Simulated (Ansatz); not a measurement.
**Strain response of ZnO**

All numbers below come from DFT PBE, scalar-relativistic, plane waves, PAW (Ansatz 0.2.0). Run with 420 eV cutoff, 12×12×6 k-mesh, Gaussian smearing of 0.02 eV, no spin polarisation.

The relaxed crystal:

```
CELL_PARAMETERS angstrom
3.27939 0.00000 0.00000
-1.63970 2.84004 0.00000
0.00000 0.00000 5.29323
ATOMIC_POSITIONS crystal
Zn 0.66667 0.33333 0.50060
Zn 0.33333 0.66667 0.00060
O 0.66667 0.33333 0.87971
O 0.33333 0.66667 0.37971
```

Deformation: biaxial strain in the a-b plane, with the length and tilt of c and the atoms relaxed, all within the symmetry that the strain leaves. Energies are extrapolated to zero smearing. Gaps are Kohn–Sham gaps over the whole zone.

```
strain (%)  ΔE (meV/atom) a (Å) b (Å) c (Å) gap (eV)
      -6.0           61.2  3.083  3.083  5.573      0.61
      -4.0           26.9  3.148  3.148  5.483      0.67
      -2.0            6.6  3.214  3.214  5.390      0.72
      +0.0            0.0  3.279  3.279  5.293      0.74
      +2.0            6.3  3.345  3.345  5.194      0.75
      +4.0           24.1  3.411  3.411  5.085      0.75
      +6.0           51.3  3.476  3.476  4.954      0.74
```

Problem. What stiffness (1/V) d²E/dε² at zero strain does a cubic fit over all points give?

Solution. A cubic fit gives (1/V) d²E/dε² = 405 GPa at zero strain (twice the biaxial modulus).

Problem. How does the free axis c answer a small strain?

Solution. Between the innermost points its strain is -0.92 times the applied one.

Problem. How fast does the gap move with strain on either side?

Solution. 14 meV per percent on the compressed side and 4 meV per percent on the stretched side; it is direct at -2.0 %, direct at zero and direct at +2.0 %.